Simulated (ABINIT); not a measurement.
# BeTe (F-43m): G0W0 with ABINIT, start to end, part 3 of 3

Wanted: ground state, empty states, screening and self-energy for BeTe (F-43m).

ABINIT 10.8.3; PBE and many-body steps on it, plane waves. Known limits of the many-body steps: not at the basis limit; exchange with frozen shells missing; no spin-orbit coupling; coarse k mesh.

So far. Step 4 (Empty states on the mesh, 4×4×4 mesh, 91 bands): On this mesh the gap is 2.028 eV. Step 5 (Screening, 4×4×4 mesh, 83 bands, screening to 136.1 eV): Local fields lower ε∞ by 12 %. On a Γ-centred mesh this coarse the value itself is usually too large, while a short band sum pulls it down.

## Step 6: Self-energy, 4×4×4 mesh, 83 bands, screening to 136.1 eV

The self-energy is evaluated for the states that the input lists, and the levels follow from it, in one-shot runs by the linearised quasiparticle equation.

This step: G0W0 on PBE, plane waves, norm-conserving pseudopotentials.

Contents of run.abi:

```
acell 3*1.0 Angstrom
rprim 
  -0.000000000000 2.831458787600 2.831458787600
  2.831458787600 0.000000000000 2.831458787600
  2.831458787600 2.831458787600 0.000000000000
ntypat 2
znucl 4 52
natom 2
typat 1 2
xred 
  0.000000000000 0.000000000000 0.000000000000
  0.750000000000 0.750000000000 0.750000000000
pp_dirpath "pseudos"
pseudos "Be.upf, Te.upf"
ecut 38
ngkpt 4 4 4
nshiftk 1
shiftk 0 0 0
kptopt 1
chksymbreak 0
istwfk *1
occopt 1
irdwfk 1
optdriver 4
nband 83
gwcalctyp 0
ecutsigx 38
symsigma 1
nkptgw 2
kptgw 
  0.0000000000 0.0000000000 0.0000000000
  0.5000000000 0.5000000000 0.0000000000
bdgw 
  8 13
  9 12
ecuteps 5
irdscr 1
ppmodel 1
indata_prefix "in"
outdata_prefix "out"
tmpdata_prefix "tmp"
```

Run with:

```sh
$ OMP_NUM_THREADS=1 mpirun -n 8 abinit run.abi > log
```

Numbers of over 12 decimals in the logs are rounded to 6 here.

What it wrote:

```text
.Version 10.8.3 of ABINIT. v10.8.2 released Aug 2026.

 Symmetries : space group F-4 3 m (#216); Bravais cF (face-center cubic)
[... echo of the input left out ...]
== DATASET  1 ==================================================================
-   mpi_nproc: 8, omp_nthreads: 1 (-1 if OMP is not activated)

--- !DatasetInfo
iteration_state: {dtset: 1, }
dimensions: {natom: 2, nkpt: 8, mband: 83, nsppol: 1, nspinor: 1, nspden: 1, mpw: 3479, }
cutoff_energies: {ecut:  38.0, pawecutdg:  -1.0, }
electrons: {nelect:   2.00000000E+01, charge:   0.00000000E+00, occopt:   1.00000000E+00, tsmear:   1.00000000E-02, }

 SIGMA: Calculation of the GW corrections

 Based on a program developped by R.W. Godby, V. Olevano, G. Onida, and L. Reining.
 Incorporated in ABINIT by V. Olevano, G.-M. Rignanese, and M. Torrent.
.Using double precision arithmetic ; gwpc =  8

[... cell and pseudopotentials left out ...]
--------------------------------------------------------------------------------

 ==== K-mesh for the wavefunctions ====
 Number of points in the irreducible wedge :     8
[... list of points left out ...]
 Together with 24 symmetry operations and time-reversal symmetry
 yields    64 points in the full Brillouin Zone.

 ==== Q-mesh for screening function ====
 Number of points in the irreducible wedge :     8
[... list of points left out ...]
 Together with 24 symmetry operations and time-reversal symmetry
 yields    64 points in the full Brillouin Zone.

 vcoul_init : cutoff-mode = AUXILIARY_FUNCTION
 q-points for optical limit:   1
     1)      0.000010    0.000020    0.000030
 setmesh: FFT mesh size selected  =    45x   45x   45
          total number of points  =        91125

 Number of electrons calculated from density =   20.0000; Expected =   20.0000
 average of density, n =  0.065279
 r_s =    1.5407
 omega_plasma =   24.6457 [eV]

 === KS Band Gaps ===
  >>>> For spin  1
   Minimum direct gap =   3.6577 [eV], located at k-point      :   0.0000  0.0000  0.0000
   Fundamental gap    =   2.0277 [eV], Top of valence bands at :   0.0000  0.0000  0.0000
                                       Bottom of conduction at :   0.5000  0.5000  0.0000
 SIGMA fundamental parameters:
 PLASMON POLE MODEL  1
 number of plane-waves for SigmaX                 3479
 number of plane-waves for SigmaC and W            169
 number of plane-waves for wavefunctions          3479
 number of bands                                    83
 number of independent spin polarizations            1
 number of spinorial components                      1
 number of k-points in IBZ                           8
 number of q-points in IBZ                           8
 number of symmetry operations                      24
 number of k-points in BZ                           64
 number of q-points in BZ                           64
 number of frequencies for dSigma/dE                 9
 frequency step for dSigma/dE [eV]                0.25
 number of omega for Sigma on real axis              0
 max omega for Sigma on real axis  [eV]           0.00
 zcut for avoiding poles [eV]                     0.10

 EPSILON^-1 parameters (SCR file):
 dimension of the eps^-1 matrix on file            169
 dimension of the eps^-1 matrix used               169
 number of plane-waves for wavefunctions          3479
 number of bands                                    83
 number of q-points in IBZ                           8
 number of frequencies                               2
 number of real frequencies                          1
 number of imag frequencies                          1

 matrix elements of self-energy operator (all in [eV])

 Perturbative Calculation

--- !SelfEnergy_ee
iteration_state: {dtset: 1, }
kpoint     : [   0.000,    0.000,    0.000, ]
spin       : 1
KS_gap     :    3.658
QP_gap     :    5.239
Delta_QP_KS:    1.582
data: !SigmaeeData |
     Band     E0 <VxcDFT>   SigX SigC(E0)      Z dSigC/dE  Sig(E)    E-E0       E
        8   3.976 -12.500 -15.274   1.399   0.801  -0.249 -13.601  -1.101   2.875
        9   3.976 -12.500 -15.274   1.399   0.801  -0.249 -13.601  -1.101   2.875
       10   3.976 -12.500 -15.274   1.399   0.801  -0.249 -13.601  -1.101   2.875
       11   7.634 -10.184  -5.535  -4.047   0.800  -0.250  -9.703   0.481   8.115
       12   7.634 -10.184  -5.535  -4.047   0.800  -0.250  -9.703   0.481   8.115
       13   7.634 -10.184  -5.535  -4.047   0.800  -0.250  -9.703   0.481   8.115

--- !SelfEnergy_ee
iteration_state: {dtset: 1, }
kpoint     : [   0.500,    0.500,    0.000, ]
spin       : 1
KS_gap     :    4.602
QP_gap     :    5.916
Delta_QP_KS:    1.314
data: !SigmaeeData |
     Band     E0 <VxcDFT>   SigX SigC(E0)      Z dSigC/dE  Sig(E)    E-E0       E
        9   1.402 -11.287 -14.730   2.002   0.785  -0.273 -12.418  -1.132   0.270
       10   1.402 -11.287 -14.730   2.002   0.785  -0.273 -12.418  -1.132   0.270
       11   6.004  -8.738  -4.785  -3.729   0.814  -0.228  -8.556   0.182   6.186
       12   6.690  -9.543  -5.374  -3.756   0.808  -0.237  -9.209   0.334   7.024

== END DATASET(S) ==============================================================
================================================================================

 -outvars: echo values of variables after computation  --------
           etotal      0.0000000000E+00
            nband          83
             nkpt           8
          spgroup         216
 [... the other variables as echoed above ...]

 Calculation completed.
```

The job ended after 3.8 s (8 MPI ranks of Arm Neoverse V2, shared host; peak memory 1.1 GiB; 29 s of CPU time).

Numbers from this step:

* G0W0 gap on the points computed: 3.311 eV
* starting gap on the mesh: 2.028 eV
* k of the valence top: 0, 0, 0
* k of the conduction bottom: 0.5, 0.5, 0
* Z at the valence top: 0.801
* Z at the conduction bottom: 0.814
* least direct G0W0 gap on the computed points: 5.24 eV

The gap on the mesh goes from 2.03 eV to 3.31 eV, a correction of +1.28 eV.

Limits: finite bands, cutoff and mesh; exchange with frozen shells missing; no spin-orbit coupling; coarse k mesh. v1 is the top filled band, c1 the lowest empty one. The levels before and after the correction (eV, zero at the valence-band top of each column):

|  | conduction bottom | valence top |
| --- | --- | --- |
| Kohn-Sham | 2.03 | 0.00 |
| G0W0 | 3.31 | 0.00 |

|  | level | energy (eV) |
| --- | --- | --- |
| Kohn-Sham | Γ v3-v1 | 0.000 |
| Kohn-Sham | Γ c1-c3 | 3.657 |
| Kohn-Sham | (0.5 0.5 0) v2-v1 | -2.574 |
| Kohn-Sham | (0.5 0.5 0) c1 | 2.028 |
| Kohn-Sham | (0.5 0.5 0) c2 | 2.714 |
| G0W0 | Γ v3-v1 | 0.000 |
| G0W0 | Γ c1-c3 | 5.240 |
| G0W0 | (0.5 0.5 0) v2-v1 | -2.605 |
| G0W0 | (0.5 0.5 0) c1 | 3.311 |
| G0W0 | (0.5 0.5 0) c2 | 4.149 |

## Step 7: Where the time went

Times are wall times on 8 MPI ranks of Arm Neoverse V2, shared host, good to a factor of about two.

| step | time | share | memory (GiB) |
| --- | --- | --- | --- |
| ground state | 5.4 s | 16 % | 0.61 |
| bands along the symmetry lines | 7 s | 20 % | 0.54 |
| empty states on the mesh | 9.3 s | 27 % | 0.56 |
| screening | 8.9 s | 26 % | 1.2 |
| self-energy | 3.8 s | 11 % | 1.1 |

## Step 8: What came out

```json
{"PBE gap": "2.03 eV, indirect", "G0W0 gap on the mesh": "3.31 eV", "GW settings": "4×4×4 mesh, 83 bands, screening to 136.1 eV, Godby-Needs plasmon pole", "known limits": "not at the basis limit; exchange with frozen shells missing; no spin-orbit coupling; coarse k mesh"}
```

**Reading.** G0W0 moves the gap on the mesh from 2.03 eV to 3.31 eV (+1.28 eV), with Z of 0.80 and 0.81 at the edges. Local fields lower the RPA ε∞ on this mesh from 10.25 to 8.97; a Γ-centred mesh this coarse tends to raise both, most where the direct gap is narrow, while a short band sum lowers them. Only 2 of the mesh's irreducible points were corrected, so a valley elsewhere could overtake. Against experiment, by G0W0@PBE: the gap of 3.31 eV lies +0.61 eV from the measured 2.7 eV (indirect, quoted 1997); the gap of 3.31 eV lies +0.51 eV from the measured 2.8 eV (indirect, quoted 1997). The calculation has static nuclei and no excitons; a measured gap holds zero-point and thermal motion, which mostly lowers it. With atoms this heavy the missing spin-orbit coupling can matter too. Bands and cutoff are finite, so the gap is not at the basis limit. The miss can reach some tenths of an eV and take either sign; the mesh is an error of its own. In the G0W0 run levels were corrected at 2 k points alone, so a gap called «on the mesh» is the least over those, and an edge elsewhere would be missed. The 4×4×4 mesh is coarse for this cell, which bears on the long-range parts of exchange and screening. The norm-conserving file of at least one element keeps a d shell over frozen s and p shells of the same row. Exchange with those shells is missing from the self-energy, an error of 0.3 to 0.9 eV in cases checked, whose sign depends on which edge lies on those atoms.

[Paths, hosts, dates, memory and timing lines, banners, echoed tables and standing remarks are left out of the program output.]

[Logs are printed without paths, hosts, clocks, repeated set-up lines and the standing remarks that a program may print on its own settings, such as how far it seeks lower states.]

[Runs of the session that timed out or met a known fault of the program may be left out.]

[Hosts, paths, dates, database ids (printed as entryN), source tags and the programs' standing remarks are cut or masked in the printed files.]

[G0W0 gaps are taken among the corrected bands and points alone; a level outside them can change the order at an edge.]

[Where Ansatz stands beside ABINIT at settings called matched, ABINIT's density can come from a denser mesh and the files from another edition; pairs whose starting gaps differed by over 0.03 eV were left out, so agreement reads better than it is.]
